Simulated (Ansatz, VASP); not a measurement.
## CaF2 in VASP and in Ansatz

```
Ca F
1.0
     0.00000    2.73976    2.73976
     2.73976    0.00000    2.73976
     2.73976    2.73976    0.00000
Ca F
1 2
Cartesian
  0.0000 0.0000 0.0000
  1.3699 1.3699 1.3699
  4.1096 4.1096 4.1096
```

Alike in both runs: task single point; functional r2SCAN; k mesh 8 × 8 × 8; occupations gaussian, width 0.0404 eV; no spin polarisation.

```csv
,VASP,Ansatz
version,VASP 6.6.1,Ansatz 0.2.0
potentials or method,"VASP PAW PBE potentials, release 64 (Ca_sv, F)",PAW plane waves
plane-wave cutoff (eV),520,500
valence electrons in the cell,24,24
```

|  | VASP | Ansatz | Ansatz less VASP |
| --- | --- | --- | --- |
| gap on the k mesh at the Fermi level (eV) | 7.89 | 7.90 | +0.010 |
| pressure (GPa) | -1.4 | -1.9 | -0.52 |

Caveats: the PAW data sets were made with another functional, which shifts forces and pressure a little (VASP). r2SCAN opens gaps a little over a GGA but as a rule still falls short of measured ones. A k mesh can miss the band edges.
